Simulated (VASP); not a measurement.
As, 2 atoms in the cell. The typed cell holds 2 atoms: a = 3.824 Å, b = 3.824 Å, c = 3.824 Å, α = 60.00°, β = 60.00°, γ = 60.00°. This isn't the form of As at room conditions, which is rhombohedral. The cell isn't the ideal one: all atoms moved at random.

```yaml
Program: VASP 6.6.1
Task: relaxation of cell and atoms
Functional: BLYP
Dispersion: D4
Potentials_or_basis: VASP PAW PBE potentials, release 64 (As)
Cutoff: 600 eV
k_mesh: 9 × 9 × 9
Occupations: fermi-dirac, width 0.05 eV
Spin: no spin polarisation
Further_INCAR_settings: ALGO = Normal; EDIFF = 1e-06; IBRION = 2; EDIFFG = -0.005; NSW = 60; ISIF = 3
```

Potentials or basis: VASP PAW PBE potentials, release 64 (As).

Command:

```console
$ cat potpaw_PBE.64/As/POTCAR > POTCAR
$ mpirun -np 1 vasp_std > vasp.out
```

Hardware: 1 thread of Intel(R) Xeon(R) Platinum 8259CL CPU @ 2.50GHz (Skylake/Cascade Lake), on a shared host.

Estimate the wall time of this run.

Wall time 24 min on 1 thread of Intel(R) Xeon(R) Platinum 8259CL CPU @ 2.50GHz (Skylake/Cascade Lake), with other jobs on the host, peak memory 0.33 GiB. Counts: scf iterations 166, k points 365, ion steps 32.
